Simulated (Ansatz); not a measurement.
# Al3Ru2 (I4/mmm) in Ansatz: band structure with PBEsol

Aim: the band structure of Al3Ru2 with PBEsol.

Everything below comes from runs of Ansatz 0.2.0. Logs are shortened: lines on timing, memory, paths and dates and some standing lists are left out, and cuts for length are marked.

**1. Starting point**

It takes space group I4/mmm (No. 139, tetragonal). Conventional cell: a = 3.078 Å, b = 3.078 Å, c = 14.286 Å, α = 90.00°, β = 90.00°, γ = 90.00°. Ru (site symmetry 4mm) has 9 Al at 2.51 to 2.86 Å as nearest neighbours. Around Al (site symmetry 4mm) lie 5 Ru at 2.51 to 2.86 Å and 5 Al at 2.70 to 2.77 Å. Al (site symmetry 4/mmm) has 8 Ru at 2.65 Å and 2 Al at 2.77 Å as nearest neighbours.

The cell comes from a database or a generator and needn't be the stable form of this composition.

**2. Band structure, PBEsol, spin-orbit coupling, no magnetisation**

input.yaml reads:

```yaml
crystal:
  lattice:
    - [-1.538900875, 1.538900875, 7.14310203]
    - [1.538900875, -1.538900875, 7.14310203]
    - [1.538900875, 1.538900875, -7.14310203]
  atoms:
    - { symbol: Ru, position: [0.39413143, 0.39413143, 0.0] }
    - { symbol: Ru, position: [0.60586857, 0.60586857, 0.0] }
    - { symbol: Al, position: [0.19381538, 0.19381538, 0.0] }
    - { symbol: Al, position: [0.80618462, 0.80618462, 0.0] }
    - { symbol: Al, position: [0.0, 0.0, 0.0] }
hamiltonian:
  xc: pbesol
  pseudopotentials: { kind: paw_fr }
magnetization:
  noncollinear: true
  spin_orbit: true
kpoints:
  mp_grid: { grid: [12, 12, 12] }
  band_path:
    path:
      - [[0.0, 0.0, 0.0], [-0.5, 0.5, 0.0], [-0.5, 0.5, -0.0232069246], [-0.2616034623, 0.2616034623, -0.2616034623], [0.0, 0.0, 0.0], [0.5, 0.5, -0.5], [0.2616034623, 0.7383965377, -0.7383965377], [0.0, 0.5, -0.5], [-0.25, 0.75, -0.25], [0.0232069246, 0.9767930754, -0.5], [0.5, 0.5, -0.5]]
      - [[-0.5, 0.5, 0.0], [-0.25, 0.75, -0.25]]
    npoints: 14
scf:
  occupations: { method: fermi_dirac, width: 0.05 }
  n_extra_bands: 12
output:
  forces: true
  stress: true
  eigenvalues: true
  fatbands: false
```

Potentials or basis: Ansatz PAW.

On the command line:

```
> ansatz run input.yaml --threads 2 --pin off --max-ram 5632MiB --backend cpu --events-out ev --progress --plain --runs-dir out
```

Output:

```text
Warning: RAYON_NUM_THREADS=2 ignored (pool sized by the plan → 2); use --threads N
basis.fft_grid_basis auto: the FFT boxes are laid along the combinations [[1, 0, 1], [0, 1, 1], [0, 0, 1]] of the cell's own vectors, 3.078, 3.078 and 7.467 Å long. The dense box has 24×24×50 points. Along the cell's own vectors, as sized, it would have 50×50×50, 4.34 times as many. Of the 16 symmetry operations that the crystal satisfies within crystal.symmetry.tolerance (time reversal apart; of a slab, those that keep its plane) the dense box along the cell's own vectors carries 16, and the one as laid loses 12 of those. basis.fft_grid_basis: typed keeps the cell's own vectors: state it where this run's energies or levels are differenced outside the engine with another run's, or held beside a run that keeps those vectors.
scf.n_extra_bands = 12 over 41 filled bands (N_el = 41.0): the run solves 53 bands
Engine: ansatz 0.2.0, aarch64-unknown-linux-gnu
Pseudopotentials: kind: paw_fr
Pseudopotential: Ru, paw_fr, valence charge 16, recommended cutoff 420 eV (normal), Ru.paw.azcp#standard-fr
Pseudopotential: Al, paw_fr, valence charge 3, recommended cutoff 420 eV (normal), Al.paw.azcp#standard-fr
Functional definition: PBEsol
  exchange = pbesol_x
  correlation = pbesol_c
non-collinear run that drives no moment, with spin-orbit: no starting moment large enough to seed its density (crystal.atoms[].spin), no starting occupations that ask for one, no magnetisation constraint and no magnetic field, so the semilocal B_xc is pinned to zero
Crystal: 5 atoms, lattice volume = 67.666 Å³
Basis set: ecut = 420 eV, 1331 PW (Γ), FFT grids on a1+a3, a2+a3, a3, exchange–correlation on 48×48×100 points (8 copies of the dense FFT grid, shifted against one another)
Bands: 53, of which v1, the nominal top of the filled ones, is band 41 counted from 1 (40 counted from 0)
Symmetry: 16 space group operations + 16 with time reversal
Magnetic group: BNS 139.532 (UNI 1192), of the structure as read, at distance tolerance 4.1e-5 Å
k-points: 163 of 1728
Projection manifold: j_resolved (fully-relativistic pseudo-atomic orbitals)
Non-local potential: Ru, projectors of the file, l = 0: 3, l = 1: 4, l = 2: 4, l = 3: 2
Non-local potential: Al, projectors of the file, l = 0: 2, l = 1: 4, l = 2: 2
PAW form: soft (Blöchl's): semilocal exchange-correlation on the pseudo side does not see the compensation charge
PAW frozen core: Ru, regenerated for the run's functional, and the local potential with it (the file was generated under x = pbe(κ = 0.804, μ = 0.2195149727645171), c = pbe(β = 0.06672455060314922))
PAW frozen core: Al, regenerated for the run's functional, and the local potential with it (the file was generated under x = pbe(κ = 0.804, μ = 0.2195149727645171), c = pbe(β = 0.06672455060314922))
PAW one-centre angular grid: Ru, 590 points (default); XC on 64 Gauss nodes
PAW one-centre angular grid: Al, 110 points (default); XC on 64 Gauss nodes
Initial density: superposition of atomic densities (chi_scale 0.1, normalization cell, long waves kept (reshape's long-wave potential 0.09 eV rms))
Initial wavefunctions: pseudopotential atomic-orbital guess
Functional: x = pbesol(κ = 0.804, μ = 0.12345679012345678), c = pbesol(β = 0.046)
SCF iter   1: F=—  HF=-13215.908965 eV  |F-HF|=—  |Δ(HF+E_count)|=         —  Δρ=1.24e-1  dr2=1.59e1  dr2_m=0.00e0 (ungated)  ethr=3.10e-3  |M|=0.00e0 ∫|m|=0.00e0 μB  |m|>n=0.0e0 m-floor=0.0e0 τ_xc=0.0e0  β_m=0.30  ⟨swp⟩=6.2  Hψ=39095  notcnv=0  defer=211
preconditioner: auto → Kerker (q_TF=auto, 2.510 Å⁻¹)  [metal: Δε(μ)=0.002 eV  Ē_g=6.910 eV  σ=0.050 eV  W_gap=0.01  n_scr=20 (ndim 8)  ℏωp=22.6 eV  f_vac=0.000  D(μ)=3.57/eV (n_scr^D=42)]
spin=Noncollinear: Kerker preconditioning applied to the charge; magnetization (m_x, m_y, m_z) channels mix plain (no charge-response kernel on spin).
SCF iter   2: F=—  HF=-13213.664524 eV  |F-HF|=—  |Δ(HF+E_count)|=    2.24e0  Δρ=5.64e-2  dr2=2.80e0  dr2_m=0.00e0 (ungated)  ethr=3.10e-3  |M|=0.00e0 ∫|m|=0.00e0 μB  |m|>n=0.0e0 m-floor=0.0e0 τ_xc=0.0e0  β_m=0.40  ⟨swp⟩=3.0  Hψ=17172  notcnv=0  defer=945
SCF iter   3: F=—  HF=-13213.179407 eV  |F-HF|=—  |Δ(HF+E_count)|=   4.85e-1  Δρ=2.15e-2  dr2=3.19e-1  dr2_m=0.00e0 (ungated)  ethr=3.10e-3  |M|=0.00e0 ∫|m|=0.00e0 μB  |m|>n=0.0e0 m-floor=0.0e0 τ_xc=0.0e0  β_m=0.70  ⟨swp⟩=2.1  Hψ=12055  notcnv=0  defer=945
SCF iter   4: F=—  HF=-13213.095482 eV  |F-HF|=—  |Δ(HF+E_count)|=   8.39e-2  Δρ=4.35e-3  dr2=1.41e-2  dr2_m=0.00e0 (ungated)  ethr=7.79e-4  |M|=0.00e0 ∫|m|=0.00e0 μB  |m|>n=0.0e0 m-floor=0.0e0 τ_xc=0.0e0  β_m=0.73  ⟨swp⟩=3.2  Hψ=14967  notcnv=0  defer=883
SCF iter   5: F=—  HF=-13213.089575 eV  |F-HF|=—  |Δ(HF+E_count)|=   5.91e-3  Δρ=1.39e-3  dr2=1.19e-3  dr2_m=0.00e0 (ungated)  ethr=3.43e-5  |M|=0.00e0 ∫|m|=0.00e0 μB  |m|>n=0.0e0 m-floor=0.0e0 τ_xc=0.0e0  β_m=0.87  ⟨swp⟩=2.7  Hψ=13401  notcnv=0  defer=879
SCF iter   6: F=—  HF=-13213.089114 eV  |F-HF|=—  |Δ(HF+E_count)|=   4.61e-4  Δρ=2.39e-4  dr2=2.39e-5  dr2_m=0.00e0 (ungated)  ethr=2.91e-6  |M|=0.00e0 ∫|m|=0.00e0 μB  |m|>n=0.0e0 m-floor=0.0e0 τ_xc=0.0e0  β_m=0.93  ⟨swp⟩=2.8  Hψ=15629  notcnv=0  defer=879
SCF iter   7: F=—  HF=-13213.089108 eV  |F-HF|=—  |Δ(HF+E_count)|=   6.17e-6  Δρ=6.97e-5  dr2=2.86e-6  dr2_m=0.00e0 (ungated)  ethr=5.82e-8  |M|=0.00e0 ∫|m|=0.00e0 μB  |m|>n=0.0e0 m-floor=0.0e0 τ_xc=0.0e0  β_m=0.97  ⟨swp⟩=2.1  Hψ=12654  notcnv=0  defer=879
SCF iter   8: F=—  HF=-13213.089108 eV  |F-HF|=—  |Δ(HF+E_count)|=   6.28e-7  Δρ=1.36e-5  dr2=1.43e-7  dr2_m=0.00e0 (ungated)  ethr=6.98e-9  |M|=0.00e0 ∫|m|=0.00e0 μB  |m|>n=0.0e0 m-floor=0.0e0 τ_xc=0.0e0  β_m=0.98  ⟨swp⟩=2.6  Hψ=13335  notcnv=0  defer=879
SCF iter   9: F=-13213.089108 eV  HF=-13213.089108 eV  |F-HF|=1.54e-8  |Δ(HF+E_count)|=   2.95e-8  Δρ=4.47e-6  dr2=1.84e-8  dr2_m=0.00e0 (ungated)  ethr=2.44e-10  |M|=0.00e0 ∫|m|=0.00e0 μB  |m|>n=0.0e0 m-floor=0.0e0 τ_xc=0.0e0  ⟨swp⟩=11.3  Hψ=36573  notcnv=0
SCF 1 converged in 9 iterations: F = -13213.089108 eV  dr2 = 1.84e-8
NSCF: frozen V_eff on 156 k-points
SCF converged after 9 iterations
Magnetization: |M| = 0.0000 μB,  M = (+0.0000, +0.0000, +0.0000) μB
Absolute magnetization: 0.0000 μB (∫|m|)
  site 0: m = (+0.0000, +0.0000, +0.0000) μB, |m| = 0.0000 μB  (R = 1.04 Å)
  site 1: m = (+0.0000, +0.0000, +0.0000) μB, |m| = 0.0000 μB  (R = 1.04 Å)
  site 2: m = (+0.0000, +0.0000, +0.0000) μB, |m| = 0.0000 μB  (R = 1.04 Å)
  site 3: m = (+0.0000, +0.0000, +0.0000) μB, |m| = 0.0000 μB  (R = 1.04 Å)
  site 4: m = (+0.0000, +0.0000, +0.0000) μB, |m| = 0.0000 μB  (R = 1.09 Å)
Free energy (F): -13213.089108 eV
Harris-Foulkes:  -13213.089108 eV  (|F-HF|=1.54e-8)
Internal energy: -13213.074996 eV  (E = F + TS)
E sigma→0 (E₀):  -13213.082052 eV
Entropy (-TS):   -0.014112 eV (-2.822 meV/atom)
Fermi energy:    14.651172 eV
--- Per-component energies (eV) ---
  E_band       = -269.888643
  E_kinetic    = 1111.512624
  E_local      = -4087.169232  (includes V_loc(G=0)·N_el)
  E_nonlocal   = 722.332894
  E_hartree    = 1506.953175
  E_xc         = -502.198009
  E_vxc        = -571.412497  (∫ρ·V_xc dr)
  E_paw        = -8168.121881  (= ΣΔE_a)
  E_vpaw       = -459.066175  (= ΣTr[D̂ρ^β])
  E_aug_tail   = -0.000393  (compensation charges beyond the density's cutoff)
  E_ewald      = -3796.951110
  E_core_change = 0.566935  (= ΣΔE_core)
  E_smearing   = -0.014112  (= −TS)
  E_closure    = 0.000000  (closes the sum)
  Σ components = -13213.089108   (vs F -13213.089108, Δ=0.00e0)
--- Forces (eV/Å), atoms counted from 1 ---
  atom   1  Ru    -0.00000000    -0.00000000     0.07683707
  atom   2  Ru    -0.00000000     0.00000000    -0.07683707
  atom   3  Al     0.00000000    -0.00000000     0.01491568
  atom   4  Al     0.00000000     0.00000000    -0.01491568
  atom   5  Al     0.00000000     0.00000000     0.00000000
  max |Σ_I F_I| component: 1.73e-18 eV/Å
--- Stress (GPa, compression-positive) ---
       -0.957042      -0.000000       0.000000
        0.000000      -0.957042       0.000000
        0.000000       0.000000      -0.924150
  P = ⅓ Tr σ = -0.9461 GPa (-9.461 kbar)
--- Band table (eV; the first three rows and the last of 163) ---
  k-point 0: bands = ["-57.1429", "-57.1429", "-57.1361", "-57.1361", "-29.5357", "-29.5357", "-29.5143", "-29.5143", "-26.1622", "-26.1622", "-26.1197", "-26.1197", "-26.1110", "-26.1110", "-26.0965", "-26.0965", "4.3163", "4.3163", "7.2560", "7.2560", "7.4553", "7.4553", "10.9234", "10.9234", "11.1626", "11.1626", "11.4224", "11.4224", "13.0668", "13.0668", "13.2946", "13.2946", "13.3269", "13.3269", "13.7259", "13.7259", "13.8383", "13.8383", "14.4307", "14.4307", "14.5610", "14.5610", "17.9903", "17.9903", "19.2842", "19.2842", "20.0068", "20.0068", "20.1248", "20.1248", "20.5196", "20.5196", "20.7126"]
  k-point 1: bands = ["-57.1414", "-57.1414", "-57.1347", "-57.1347", "-29.5402", "-29.5402", "-29.5191", "-29.5191", "-26.1639", "-26.1639", "-26.1304", "-26.1304", "-26.1215", "-26.1215", "-26.0986", "-26.0986", "4.5521", "4.5521", "7.3978", "7.3978", "7.7124", "7.7124", "11.0173", "11.0173", "11.2496", "11.2496", "11.4874", "11.4874", "12.9767", "12.9767", "13.1234", "13.1234", "13.3629", "13.3629", "13.5767", "13.5767", "13.7164", "13.7164", "14.1104", "14.1104", "14.2842", "14.2842", "18.2766", "18.2766", "18.9254", "18.9254", "19.4074", "19.4074", "19.5111", "19.5111", "20.1590", "20.1590", "20.2941"]
  k-point 2: bands = ["-57.1375", "-57.1375", "-57.1308", "-57.1308", "-29.5524", "-29.5524", "-29.5323", "-29.5323", "-26.1685", "-26.1685", "-26.1593", "-26.1593", "-26.1498", "-26.1498", "-26.1040", "-26.1040", "5.2365", "5.2365", "7.8007", "7.8007", "8.4221", "8.4221", "11.2571", "11.2571", "11.4873", "11.4873", "11.5956", "11.5956", "12.5535", "12.5535", "12.8823", "12.8823", "13.1834", "13.1834", "13.2584", "13.2584", "13.3625", "13.3625", "13.5980", "13.5980", "13.7644", "13.7644", "17.8948", "17.8948", "18.2936", "18.2936", "19.3798", "19.3798", "19.5371", "19.5371", "19.5927", "19.5927", "19.9326"]
  k-point 162: bands = ["-57.1428", "-57.1428", "-57.1362", "-57.1362", "-29.5353", "-29.5353", "-29.5147", "-29.5147", "-26.1608", "-26.1608", "-26.1197", "-26.1197", "-26.1110", "-26.1110", "-26.0979", "-26.0979", "4.7887", "4.7887", "5.5787", "5.5787", "9.3492", "9.3492", "10.5617", "10.5617", "11.0709", "11.0709", "11.5316", "11.5316", "12.6974", "12.6974", "12.9919", "12.9919", "13.1076", "13.1076", "14.0670", "14.0670", "14.1615", "14.1615", "14.4665", "14.4665", "14.5434", "14.5434", "17.0013", "17.0013", "18.8967", "18.8967", "19.0348", "19.0348", "20.3570", "20.3570", "21.6786", "21.6786", "22.6797"]
```

It took 2.3 min on 2 threads of Arm Neoverse V2, shared host; peak memory 1.1 GiB.

Results:

```
Free energy            : -13213.0891 eV
Pressure               : -0.9 GPa
Largest force          : 0.077 eV/Å
Band gap on the k mesh : none (metal or under the smearing width)
```

Forces in eV/Å, atoms in the order of the input:
```
Ru   0.000  0.000  0.077
Ru   0.000  0.000 -0.077
Al   0.000  0.000  0.015
Al   0.000  0.000 -0.015
Al   0.000  0.000  0.000
```

Levels at the corners of the path, in eV from the Fermi level:
```
point  band 40  band 41  band 42  band 43  band 44  band 45
    Γ    -0.22    -0.09    -0.09     3.34     3.34     4.63
    X     0.64     1.08     1.08     1.12     1.12     1.97
    Y     0.61     0.98     0.98     1.07     1.07     2.12
    S    -1.09    -0.35    -0.35     1.35     1.35     1.56
    Γ    -0.22    -0.09    -0.09     3.34     3.34     4.63
    Z    -0.18    -0.11    -0.11     2.35     2.35     4.25
   S1    -1.09    -0.35    -0.35     1.35     1.35     1.56
    N    -1.08    -0.36    -0.36     1.29     1.29     1.59
    P     1.06     1.12     1.12     1.30     1.30     1.42
   Y1     0.61     0.98     0.98     1.07     1.07     2.12
    Z    -0.18    -0.11    -0.11     2.35     2.35     4.25
    X     0.64     1.08     1.08     1.12     1.12     1.97
    P     1.06     1.12     1.12     1.30     1.30     1.42
```

Caveat: the PAW data sets come from PBE, with cores solved anew for the run's functional, which leaves a small shift of forces and pressure.
